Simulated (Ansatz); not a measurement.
# Gap against strain: (8,0) C nanotube

How it was computed: Ansatz 0.2.0, plane waves with PAW datasets, PBE, Fermi-Dirac smearing of 0.05 eV, no spin-orbit coupling. The period is scaled from its relaxed value of 4.267 Å and the atoms relax, within the symmetry of the start, at each strain ε (in %); gaps, in eV, are read on a band path.

| period (Å) | energy (eV a cell) | place of the conduction minimum (Γ = 0, Z = 1) | ε | gap |
| --- | --- | --- | --- | --- |
| 4.096 | +1.498 | 0.00 | −4 | 0.6847 |
| 4.267 | 0.000 | 0.00 | 0 | 0.5833 |
| 4.352 | +0.345 | 0.00 | 2 | 0.4806 |
| 4.437 | +1.335 | 0.00 | 4 | 0.381 |
| 4.523 | +2.907 | 0.00 | 6 | 0.2899 |

One run is withheld: period (Å) = 4.181, with ε = −2. Fit a straight line gap = a + b × ε to the 5 rows shown and predict it.

**Fit.** The means are 1.6 for ε and 0.4839 for gap. The sum of products of deviations is −2.385 and the sum of squares in ε is 59.2, so b = −2.385 / 59.2 = −0.04029 and a = 0.4839 − (−0.04029) × 1.6 = 0.5483. The residuals' standard deviation, with 3 degrees of freedom, is σ = 0.028.

**Prediction.** gap = 0.5483 + (−0.04029) × −2 = 0.6289. The run gave 0.6884, so the prediction less the run is −0.059. The standard error of a prediction there, σ√(1 + 1/5 + (−2 − 1.6)²/59.2), is 0.033, and the miss is 1.8 times that, for a point between the fitted rows. With so few rows σ is itself uncertain.

The gap does not move one way: it turns somewhere between ε = -4 and 0 %, and the true extreme can lie between the rows, beyond the values shown.

Caveats: Kohn-Sham gaps of a wire among periodic images, which in a check on one flat ribbon (7 Å apart) lowered the gap by 0.2 eV and flattened the slope; the slope b × 100 is a mean deformation potential of the gap, in eV per unit strain. Between neighbouring runs it lies between −5.3 and 0.2 eV, so a bend, a kink or scatter between runs makes one line a rough account. The unstrained row comes from a denser mesh than the others, which shifts its energy a little. Series of this kind are told only where this holds: a gap at every strain (compound wires with polar facets were set aside first). 88 of 101 did.
